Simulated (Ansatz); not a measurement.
## How much do the gradients of Al₂O₃ depend on the method?

Cell: a computed structure from the Materials Project (it need not be an observed phase), atoms as given.

```cif
data_Al2O3
_symmetry_space_group_name_H-M 'Ia-3'
_symmetry_Int_Tables_number 206
_cell_length_a 8.8753
_cell_length_b 8.8753
_cell_length_c 8.8753
_cell_angle_alpha 90.000
_cell_angle_beta 90.000
_cell_angle_gamma 90.000
loop_
_atom_site_label
_atom_site_type_symbol
_atom_site_symmetry_multiplicity
_atom_site_Wyckoff_symbol
_atom_site_fract_x
_atom_site_fract_y
_atom_site_fract_z
Al1 Al 8 b 0.7500 0.2500 0.2500
Al2 Al 24 d 0.7500 0.4622 0.5000
O O 48 e 0.8862 0.6110 0.1597
```

One atom of each set is listed; the run and its k-mesh use a cell of 40 atoms with edges of 7.69, 7.69, 7.69 Å.

First run. Level of theory: DFT, PBE, plane waves and PAW, scalar-relativistic, 420 eV cutoff, Γ-centred 4×4×4 k-points, Fermi–Dirac smearing 0.02 eV (Ansatz 0.2.0).

| site | V_zz (10²¹ V/m²) | η |
| --- | --- | --- |
| Al1 | 0.94 | 0.00 |
| Al2 | 2.24 | 0.48 |
| O | -2.40 | 0.37 |

Second run. The same atoms and settings, except that the functional is r2SCAN and the cutoff is 500 eV.

(1) What does the second run give?

Results:

(1) 

```csv
site,V_zz,η,change of V_zz
Al1,0.92,0.00,-0.02
Al2,2.19,0.48,-0.05
O,-2.50,0.46,-0.10
```

The largest change of V_zz is on O, from -2.40 to -2.50. In per cent, |V_zz| changes by -2 on Al, +4 on O (all sites that start above 0.5).

For the first run: At this cell the PBE pressure is 8 GPa, so with PBE the cell would grow if it were relaxed. The entry's cell may itself be off.
For the second run: With these PAW files V_zz is typically within 2 to 3 % of all-electron values, but misses above 10 % occur on Al.
